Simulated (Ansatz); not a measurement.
Input of an Ansatz 0.2.0 run:

input.yaml

```yaml
crystal:
  lattice:
    - [0.0, 2.47502, 2.47502]
    - [2.47502, 0.0, 2.47502]
    - [2.47502, 2.47502, 0.0]
  atoms:
    - { symbol: Pb, position: [0.0, 0.0, 0.0] }
hamiltonian:
  xc: pbe
  pseudopotentials: { kind: paw_fr }
magnetization:
  noncollinear: true
  spin_orbit: true
kpoints:
  mp_grid: { grid: [9, 9, 9] }
  band_path:
    path:
      - [[0.0, 0.0, 0.0], [0.5, 0.0, 0.5], [0.5, 0.25, 0.75], [0.375, 0.375, 0.75], [0.0, 0.0, 0.0], [0.5, 0.5, 0.5], [0.625, 0.25, 0.625], [0.5, 0.25, 0.75], [0.5, 0.5, 0.5], [0.375, 0.375, 0.75]]
      - [[0.625, 0.25, 0.625], [0.5, 0.0, 0.5]]
    npoints: 14
scf:
  occupations: { method: fermi_dirac, width: 0.05 }
  n_extra_bands: 6
output:
  forces: true
  stress: true
  eigenvalues: true
  fatbands: false
```

Potentials or basis: Ansatz PAW.

Run with:

```bash
$ ansatz run input.yaml --threads 2 --pin off --max-ram 5120MiB --backend cpu --events-out ev --progress --plain --runs-dir out
```

(1) Estimate the band gap on the k mesh.

(2) Predict the pressure.

Answers

(1) none (metal or under the smearing width).

(2) 2.2 GPa.
